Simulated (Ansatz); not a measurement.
# W2COS MXene monolayer in a perpendicular field, part 2 of 2

What dipole does a perpendicular field induce in the W2COS MXene monolayer? A positive field points along +c.

Ansatz 0.2.0; plane-wave DFT, PBE-D3(BJ), Ansatz PAW (set soft_1); PAW set soft_1.

So far. Step 2 (Relaxation): The lattice constant a goes from 3.125 to 3.160 Å.

**3. Atoms held, field 0**

A sawtooth potential applies the field, turning back in the middle of the vacuum. With the dipole correction the typed value is the field outside the slab. The induced dipole is small, so the SCF threshold is tight.

The cell differs from the one that the last finished run ended in (c 41.617 → 22.954 Å).

File input.yaml:

```yaml
crystal:
  lattice:
    - [3.159816769, 0.0, 0.0]
    - [-1.5799083845, 2.7364815932, 0.0]
    - [0.0, 0.0, 22.9542336413]
  atoms:
    - { symbol: S, position: [0.3333333333, 0.6666666667, 0.392084534] }
    - { symbol: W, position: [0.6666666667, 0.3333333333, 0.4640597592] }
    - { symbol: C, position: [0.0, 0.0, 0.5127729403] }
    - { symbol: W, position: [0.3333333333, 0.6666666667, 0.5594398735] }
    - { symbol: O, position: [0.6666666667, 0.3333333333, 0.607915466] }
kpoints:
  mp_grid: { grid: [18, 18, 1] }
  band_path:
    path: [[0, 0, 0], [0.5, 0, 0], [0.33333333, 0.33333333, 0], [0, 0, 0]]
    npoints: 16
hamiltonian:
  xc: pbe
  dispersion: d3bj
  pseudopotentials: { kind: paw, azcp: { folder: soft_1 } }
scf:
  occupations: { method: fermi_dirac, width: 0.02585 }
  convergence: { dr2_threshold: 1.0e-10 }
efield:
  axis: 3
  dipole_correction: true
  ramp_position: 0.97
  ramp_width: 0.06
  amplitude: 0
output:
  dos: { projected: true, e_range: [-6, 5] }
  write_potential: true
  write_density: true
  volumetric_format: npy
  elf: true
```

Started as:

```console
> ansatz run input.yaml --threads 2 --pin off --max-ram 3072MiB --backend cpu --events-out ev --progress --plain --runs-dir out
```

Numbers of over 12 decimals in the logs are rounded to 6 here.

Output:

```text
[...]
Crystal: 5 atoms, lattice volume = 198.480 Å³
Basis set: ecut = 420 eV, 3833 PW (Γ)
Bands: 27, of which v1, the nominal top of the filled ones, is band 22 counted from 1 (21 counted from 0)
Symmetry: 6 space group operations
[...]
k-points: 37 of 324 (time reversal used)
[...]
SCF iter   1: F=—  HF=-22498.151858 eV  |F-HF|=—  |Δ(HF+E_count)|=         —  Δρ=7.83e-2  dr2=1.62e1  ethr=3.10e-3  p=-0.000 e·Å  D=-1.26e-7 V/Å  ΔV_dip=0.00 eV  dr2_dipole=1.14e-1  V_vac-E_F(+/−)=6.35/6.35 eV  ⟨swp⟩=10.9  Hψ=6460  notcnv=0
efield: sawtooth ramp at fractional position 0.9700 (set: `efield.ramp_position`, or a place that a band, a saddle search or an elastic batch's reference lends), width 0.0600; the density the first Hamiltonian is built on has a dipole p = -0.000 e·Å; the dipole correction subtracts the counter field D = -1.26e-7 V/Å, which shifts the + side's vacuum level by +0.00 eV against the − side's; the planar-averaged density in the ramp window peaks in size at 7.0e-7 e/Å³
[...]
SCF iter   2: F=—  HF=-22497.061549 eV  |F-HF|=—  |Δ(HF+E_count)|=    1.09e0  Δρ=8.52e-2  dr2=1.53e1  ethr=3.10e-3  p=-0.058 e·Å  D=-5.32e-2 V/Å  ΔV_dip=1.22 eV  dr2_dipole=4.34e-1  V_vac-E_F(+/−)=4.89/3.67 eV  ⟨swp⟩=4.4  Hψ=3181  notcnv=0  defer=15
[...]
SCF iter  11: F=-22494.020637 eV  HF=-22494.020637 eV  |F-HF|=2.91e-11  |Δ(HF+E_count)|=   1.74e-9  Δρ=1.57e-7  dr2=6.77e-11  ethr=1.00e-12  p=-0.040 e·Å  D=-3.66e-2 V/Å  ΔV_dip=0.84 eV  dr2_dipole=4.51e-12  V_vac-E_F(+/−)=5.75/4.91 eV  ⟨swp⟩=5.6  Hψ=3611  notcnv=0
SCF 1 converged in 11 iterations: F = -22494.020637 eV  dr2 = 6.77e-11
[...]
NSCF: frozen V_eff on 49 k-points
efield: sawtooth ramp at fractional position 0.9700 (kept from the solve that this one continues, or follows in the run), width 0.0600; the density the first Hamiltonian is built on has a dipole p = -0.040 e·Å; the dipole correction subtracts the counter field D = -3.66e-2 V/Å, which shifts the + side's vacuum level by +0.84 eV against the − side's; the planar-averaged density in the ramp window peaks in size at 8.8e-7 e/Å³
[...]
SCF converged after 11 iterations
Free energy (F): -22494.020637 eV
[...]
Internal energy: -22494.016558 eV  (E = F + TS)
E sigma→0 (E₀):  -22494.018597 eV
Entropy (-TS):   -0.004078 eV (-0.816 meV/atom)
Fermi energy:    1.463861 eV
Dipole field:    D = -0.036637 V/Å  (p = -0.040186 e·Å, saw-weighted, corrected)
Work function:   Φ+ = 5.7523 eV   Φ− = 4.9113 eV
Levels:          The Fermi level and band energies are counted from a zero that moves with the ramp; work functions are not
[...]
--- Band table (eV; the first three rows and the last of 37) ---
  k-point 0: bands = [... 18 lower, -1.1504, -1.1504, 0.1959, 0.1959, 0.3713, 2.0964, 2.0964, 2.5902, ... 1 higher]
  k-point 1: bands = [... 18 lower, -1.2820, -1.2392, -0.1199, 0.2937, 0.6662, 2.1278, 2.1527, 2.7280, ... 1 higher]
  k-point 2: bands = [... 18 lower, -1.3818, -1.2514, -0.4967, 0.4649, 0.9699, 2.1847, 2.3500, 3.0761, ... 1 higher]
  k-point 36: bands = [... 18 lower, -3.0933, -2.9386, 0.5765, 0.8053, 1.1417, 2.8775, 3.4273, 3.6958, ... 1 higher]
```

The job ended after 17 s (2 threads of Arm Neoverse V2, shared host; peak memory 0.53 GiB).

This step gave:

```
energy at zero smearing        : -22494.0186 eV
work function, upper face      : 5.752 eV
work function, lower face      : 4.911 eV
dipole along the normal        : -0.04019 e·Å
step between the vacuum levels : 0.8409 eV
```

Running mean over a fixed 2.7 Å (it still follows the layers) of the planar mean; the ramp of the sawtooth is left out. The electron's electrostatic potential energy less the Fermi level by z:

z (Å), electron's electrostatic potential energy less the Fermi level (eV) and a bar from the least value:
```
        4        4.9 #############################
        5        4.9 #############################
        6        4.9 #############################
        7        4.1 ############################
        8       -0.5 #####################
        9       -5.7 #############
       10      -11.4 #####
       11      -13.0 ##
       12      -14.4 
       13      -12.1 ####
       14       -5.5 #############
       15        1.9 ########################
       16        5.5 ##############################
       17        5.7 ##############################
       18        5.8 ##############################
       19        5.8 ##############################
```

The density of states has structure finer than the step of the table below, so its rows give means over 0.2 eV, whole bins alone (the curve runs from -6 to 1.58 eV). Peaks (eV: height): -5.61: 11.3, -4.98: 9.15, -4.79: 11.5, -4.15: 5.42, -3.41: 7.91, 0.73: 5.32, 1.42: 20.8.

Density of states against energy, zero at the Fermi level; means over each step:

| energy (eV) | density of states (states/eV a cell) |
| --- | --- |
| -5.8 | 1.91 |
| -5.6 | 5.71 |
| -5.4 | 1.98 |
| -5.2 | 1.85 |
| -5.0 | 5.37 |
| -4.8 | 6.84 |
| -4.6 | 4.40 |
| -4.4 | 3.01 |
| -4.2 | 2.85 |
| -4.0 | 1.46 |
| -3.8 | 1.62 |
| -3.6 | 2.36 |
| -3.4 | 4.09 |
| -3.2 | 3.42 |
| -3.0 | 3.46 |
| -2.8 | 1.68 |
| -2.6 | 1.96 |
| -2.4 | 1.91 |
| -2.2 | 2.20 |
| -2.0 | 1.57 |
| -1.8 | 1.24 |
| -1.6 | 0.930 |
| -1.4 | 0.810 |
| -1.2 | 1.96 |
| -1.0 | 2.08 |
| -0.8 | 1.50 |
| -0.6 | 1.68 |
| -0.4 | 1.32 |
| -0.2 | 1.41 |
| 0.0 | 1.61 |
| 0.2 | 1.76 |
| 0.4 | 2.07 |
| 0.6 | 3.56 |
| 0.8 | 3.79 |
| 1.0 | 1.56 |
| 1.2 | 2.12 |
| 1.4 | 5.99 |

Projected DOS per atom over height of the atomic layer and energy from the Fermi level. Layers: S W C W O from below.

Ten even steps from '_' (0.05 states/eV) to '@' (2.86 states/eV), each cell a mean:
```
__++..++__
__..__--__
__--__**__
__::__--__
__..__::__
__..__..__
__..__..__
....__..__
..____..__
__________
....__..__
....______
::..______
--::__..::
**....__::
::______..
::..____..
::::__..--
----..::@@
....__..++
--::....::
..........
```
Columns: height of the atomic layer (Å) from 9 to 14.0 (not evenly spaced); rows upwards: energy from the Fermi level (eV) from -5.96 to 1.6.

Electronic bands along the path, in eV, zero at the Fermi level:

| point | band 19 | band 20 | band 21 | band 22 | band 23 | band 24 | band 25 | band 26 |
| --- | --- | --- | --- | --- | --- | --- | --- | --- |
| Γ | -2.61 | -2.61 | -1.27 | -1.27 | -1.09 | 0.63 | 0.63 | 1.13 |
| halfway | -3.02 | -2.80 | -2.73 | -0.64 | 0.11 | 0.86 | 1.72 | 1.76 |
| M | -3.39 | -2.89 | -2.47 | 0.46 | 0.60 | 1.41 | 1.63 | 1.94 |
| halfway | -4.11 | -3.61 | -1.81 | 0.04 | 0.30 | 1.45 | 1.85 | 2.32 |
| K | -4.56 | -4.40 | -0.89 | -0.66 | -0.32 | 1.41 | 1.96 | 2.23 |
| halfway | -3.50 | -3.10 | -1.87 | -1.36 | 0.73 | 1.28 | 1.67 | 1.78 |
| Γ | -2.61 | -2.61 | -1.27 | -1.27 | -1.09 | 0.63 | 0.63 | 1.13 |

Electrostatic potential energy in the ca plane at fractional y = 0.333, with atoms of W and O within 0.2 Å of it. With pseudopotentials it is smooth inside the atoms' cores, unlike the true potential.

Ten even steps from '0' (-41 eV) to '9' (7 eV), each cell a mean:
```
99999999998863125787777779999999999999999999
99999999999730001688884116999999999999999999
99999999999720000588882004999999999999999999
99999999998740001688884127999999999999999999
99999999988874235787777789999999999999999999
99999999877887777776557899999999999999999999
99999999876788888775446899999999999999999999
99999999887887777776557899999999999999999999
```
Columns run along c (16.0 Å, from fractional 0.24 to 0.93 of the cell; values clipped at the 3rd and 97th percentile), rows up along a (3.2 Å). Atoms in or near the plane, at fractional coordinates: W at (0.46, 0.67), O at (0.61, 0.67).

ELF in the ca plane at fractional y = 0.333, with atoms of W and O within 0.2 Å of it. It is the smooth field of the valence electrons, not physical close to the nuclei.

Values, 5 rows by 16 columns, each cell a mean:
```
0.00 0.01 0.11 0.37 0.36 0.54 0.32 0.22 0.69 0.59 0.09 0.00 0.00 0.00 0.00 0.00
0.00 0.00 0.02 0.11 0.41 0.45 0.30 0.29 0.62 0.76 0.16 0.00 0.00 0.00 0.00 0.00
0.00 0.01 0.12 0.37 0.37 0.53 0.31 0.22 0.69 0.60 0.09 0.00 0.00 0.00 0.00 0.00
0.00 0.05 0.46 0.74 0.50 0.28 0.48 0.26 0.21 0.12 0.01 0.00 0.00 0.00 0.00 0.00
0.00 0.05 0.47 0.75 0.51 0.28 0.50 0.25 0.19 0.11 0.01 0.00 0.00 0.00 0.00 0.00
```
Columns run along c (16.0 Å, from fractional 0.24 to 0.93 of the cell), rows up along a (3.2 Å). Atoms in or near the plane, at fractional coordinates: W at (0.46, 0.67), O at (0.61, 0.67).

Valence density in the ca plane at fractional y = 0.333, with atoms of W and O within 0.2 Å of it. It is the smooth field of the valence electrons, not physical close to the nuclei.

Ten steps, logarithmic in the rise over the least value, from '0' (0.0 e/Å³) to '9' (6.8 e/Å³), each cell a mean:
```
00000000000001233346775443345554200000000000
00000000000000122368997533347886310000000000
00000000000000112369998532358997410000000000
00000000000000123358997533346886310000000000
00000000000001233445665444444553100000000000
00000000000012344443344445554321000000000000
00000000000012344443334455554211000000000000
00000000000002344443444444544321000000000000
```
Columns run along c (16.0 Å, from fractional 0.14 to 0.84 of the cell), rows up along a (3.2 Å). Atoms in or near the plane, at fractional coordinates: W at (0.46, 0.67), O at (0.61, 0.67).

The work function of the upper face is 5.75 eV.

**4. Single point, field 0.1 V/Å**

input.yaml: that of step 3 with these lines changed.

```diff
@@ -26,7 +26,6 @@
   dipole_correction: true
-  ramp_position: 0.97
-  ramp_width: 0.06
-  amplitude: 0
+  ramp_position: 0.9286
+  ramp_width: 0.1259
+  amplitude: 0.1
 output:
-  dos: { projected: true, e_range: [-6, 5] }
   write_potential: true
@@ -34,2 +33 @@
   volumetric_format: npy
-  elf: true
```

Output:

```text
[...]
Crystal: 5 atoms, lattice volume = 198.480 Å³
Basis set: ecut = 420 eV, 3833 PW (Γ)
Bands: 27, of which v1, the nominal top of the filled ones, is band 22 counted from 1 (21 counted from 0)
Symmetry: 6 space group operations
[...]
k-points: 37 of 324 (time reversal used)
[...]
k-point 0: bands = [... 18 lower, -1.1471, -1.1471, 0.1969, 0.1969, 0.3759, 2.0992, 2.0992, 2.5959, ... 1 higher]
  k-point 1: bands = [... 18 lower, -1.2803, -1.2366, -0.1183, 0.2951, 0.6700, 2.1307, 2.1556, 2.7338, ... 1 higher]
  k-point 2: bands = [... 18 lower, -1.3805, -1.2517, -0.4954, 0.4669, 0.9733, 2.1877, 2.3530, 3.0804, ... 1 higher]
  k-point 36: bands = [... 18 lower, -3.0847, -2.9459, 0.5786, 0.8068, 1.1460, 2.8785, 3.4314, 3.6947, ... 1 higher]
[key lines of the parts left out:]
SCF converged after 11 iterations
Free energy (F): -22494.018157 eV
Fermi energy:    1.466253 eV
Dipole field:    D = -0.008573 V/Å  (p = -0.009404 e·Å, saw-weighted, corrected)
```

Wall time 17 s (2 threads); peak memory 0.51 GiB.

The dipole is -0.00940 e·Å, 0.0308 e·Å from its value without field.

**5. Single point, field -0.1 V/Å**

input.yaml: that of step 4 with these lines changed.

```diff
@@ -28,3 +28,3 @@
   ramp_width: 0.1259
-  amplitude: 0.1
+  amplitude: -0.1
 output:
```

Output:

```text
[...]
Crystal: 5 atoms, lattice volume = 198.480 Å³
Basis set: ecut = 420 eV, 3833 PW (Γ)
Bands: 27, of which v1, the nominal top of the filled ones, is band 22 counted from 1 (21 counted from 0)
Symmetry: 6 space group operations
[...]
k-points: 37 of 324 (time reversal used)
[...]
k-point 0: bands = [... 18 lower, -1.1400, -1.1400, 0.2085, 0.2085, 0.3804, 2.1071, 2.1071, 2.5981, ... 1 higher]
  k-point 1: bands = [... 18 lower, -1.2701, -1.2282, -0.1079, 0.3059, 0.6760, 2.1386, 2.1634, 2.7358, ... 1 higher]
  k-point 2: bands = [... 18 lower, -1.3694, -1.2375, -0.4842, 0.4765, 0.9800, 2.1953, 2.3607, 3.0853, ... 1 higher]
  k-point 36: bands = [... 18 lower, -3.0874, -2.9176, 0.5879, 0.8175, 1.1510, 2.8900, 3.4367, 3.7104, ... 1 higher]
[key lines of the parts left out:]
SCF converged after 11 iterations
Free energy (F): -22494.026194 eV
Fermi energy:    1.475033 eV
Dipole field:    D = -0.064680 V/Å  (p = -0.070945 e·Å, saw-weighted, corrected)
```

Elapsed: 17 s, on 2 threads; peak memory 0.51 GiB.

The dipole is -0.0709 e·Å, -0.0308 e·Å from its value without field.

**6. Response, atoms held**

This step: plane-wave DFT, PBE-D3(BJ), Ansatz PAW (set soft_1); response to a field along the normal, atoms held; PAW set soft_1 (Ansatz 0.2.0).

The dipoles give the slope, and the difference of two potentials shows where the field is screened.

This step gave:

```yaml
equivalent_conductor_thickness_p_eps_0ae: 6.439 Å
distance_between_the_outer_atoms: 4.954 Å
```

Table of dipole of the cell by applied field:

| applied field (V/Å) | dipole of the cell (e·Å) |
| --- | --- |
| -0.1000 | -0.0709 |
| 0.0000 | -0.0402 |
| 0.1000 | -0.00940 |

Local field over the applied field, running mean. From the potentials at -0.1 and 0.1 V/Å; running mean over 2.5 Å. Table of local field over applied field by z:

| z (Å) | local field over applied field |
| --- | --- |
| 4.02 | 1.000 |
| 4.45 | 0.999 |
| 4.88 | 0.998 |
| 5.16 | 0.996 |
| 5.60 | 0.989 |
| 6.03 | 0.972 |
| 6.46 | 0.932 |
| 6.89 | 0.854 |
| 7.17 | 0.776 |
| 7.60 | 0.634 |
| 8.03 | 0.478 |
| 8.46 | 0.321 |
| 8.89 | 0.188 |
| 9.33 | 0.0988 |
| 9.61 | 0.0620 |
| 10.04 | 0.0314 |
| 10.47 | 0.0171 |
| 10.90 | 0.0154 |
| 11.33 | 0.0162 |
| 11.62 | 0.0146 |
| 12.05 | 0.0196 |
| 12.48 | 0.0379 |
| 12.91 | 0.0811 |
| 13.34 | 0.156 |
| 13.63 | 0.228 |
| 14.06 | 0.363 |
| 14.49 | 0.510 |
| 14.92 | 0.660 |
| 15.35 | 0.793 |
| 15.78 | 0.897 |
| 16.07 | 0.942 |
| 16.50 | 0.978 |
| 16.93 | 0.992 |
| 17.36 | 0.997 |
| 17.79 | 0.999 |
| 18.08 | 1.000 |
| 18.51 | 1.000 |
| 18.94 | 1.000 |

Electrons, planar mean, per unit field. The induced electron density by z:

| z (Å) | induced electron density (e/Å³ per V/Å) |
| --- | --- |
| 4.5 | 3.6e-6 |
| 5.0 | 1.2e-5 |
| 5.5 | 3.9e-5 |
| 6.0 | 1.2e-4 |
| 6.5 | 3.6e-4 |
| 7.0 | 9.7e-4 |
| 7.5 | 0.00230 |
| 8.0 | 0.00367 |
| 8.5 | 0.00220 |
| 9.0 | 0.00115 |
| 9.5 | 3.3e-4 |
| 10.0 | -8.8e-4 |
| 10.5 | 5.8e-4 |
| 11.0 | 1.6e-4 |
| 11.5 | 2.4e-4 |
| 12.0 | -3.5e-4 |
| 12.5 | -2.8e-4 |
| 13.0 | -4.4e-4 |
| 13.5 | -9.5e-4 |
| 14.0 | -0.00181 |
| 14.5 | -0.00357 |
| 15.0 | -0.00243 |
| 15.5 | -9.2e-4 |
| 16.0 | -3.0e-4 |
| 16.5 | -8.8e-5 |
| 17.0 | -2.5e-5 |
| 17.5 | -6.9e-6 |
| 18.0 | -1.9e-6 |
| 18.5 | -5.6e-7 |

By hand: between -0.1 and 0.1 V/Å the dipole changes by 0.06154 e·Å, a slope of 0.3077 e·Å²/V. A perfect conductor of thickness t has p = ε₀AEt, so t = 180.95 × 0.3077 / 8.647 = 6.44 Å (e/ε₀ = 180.95 V·Å, A in Å²).

The induced dipole is that of a conductor 6.44 Å thick.

**7. Results**

```yaml
gap_without_field: none
work_function_upper_face: 5.75 eV
step_between_the_vacuum_levels: 0.841 eV
equivalent_conductor_thickness_atoms_held: 6.44 Å
```

In words: The induced dipole equals that of a perfect conductor 6.44 Å thick, while the outer atoms lie 4.95 Å apart. The two faces differ: the vacuum level above lies 0.84 eV higher than the one below. There is no gap over 0.03 eV, with or without the field. The main runs have no spin polarisation; a magnetic state could lie lower and would change these results. Spin-orbit coupling is left out, which matters for the bands of elements this heavy. The MXene's terminations sit over the metal atoms of its far layer; the site over carbon or nitrogen, which some compounds prefer, was not run.

[Logs are printed without paths, hosts, clocks, repeated set-up lines and the standing remarks that a program may print on its own settings, such as how far it seeks lower states.]

[Hosts, paths, dates, database ids (printed as entryN), source tags and the programs' standing remarks are cut or masked in the printed files.]

[Maps of the electrostatic potential energy from Ansatz leave out the sawtooth potential of an applied field or a dipole correction, so their vacuum need not be flat; planar profiles and work functions include it.]

[The density of states shown here was stored with 400 of the rows of the run's finer table, so its peaks can read low, often by over a quarter, or be missed, and its means over a window can be off by a tenth or more.]
